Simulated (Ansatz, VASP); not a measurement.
## Ba in VASP and in Ansatz

```
Ba
1.0
     3.98989    0.00000    0.00000
    -1.99494    3.45535    0.00000
     0.00000    0.00000    6.29722
Ba
2
Direct
  0.33333 0.66667 0.25000
  0.66667 0.33333 0.75000
```

Alike in both runs: functional PBE; k mesh 10 × 10 × 6; occupations fermi-dirac, width 0.1 eV; no spin polarisation.

Ansatz relaxed the structure, and its values are those at the end. VASP's run is a single point on that final structure, the one shown.

```csv
,VASP,Ansatz
version,VASP 6.6.1,Ansatz 0.2.0
potentials or method,"VASP PAW PBE potentials, release 64 (Ba_sv)","PAW with Ansatz's default frozen-core files, scalar-relativistic"
plane-wave cutoff (eV),520,420
valence electrons in the cell,20,20
```

|  | VASP | Ansatz | Ansatz less VASP |
| --- | --- | --- | --- |
| pressure (GPa) | 5.2 | 4.8 | -0.40 |

The functional is the same, so the differences come from potentials, cutoffs and numerics.

Spin-orbit coupling is left out, which matters for the levels of Ba.
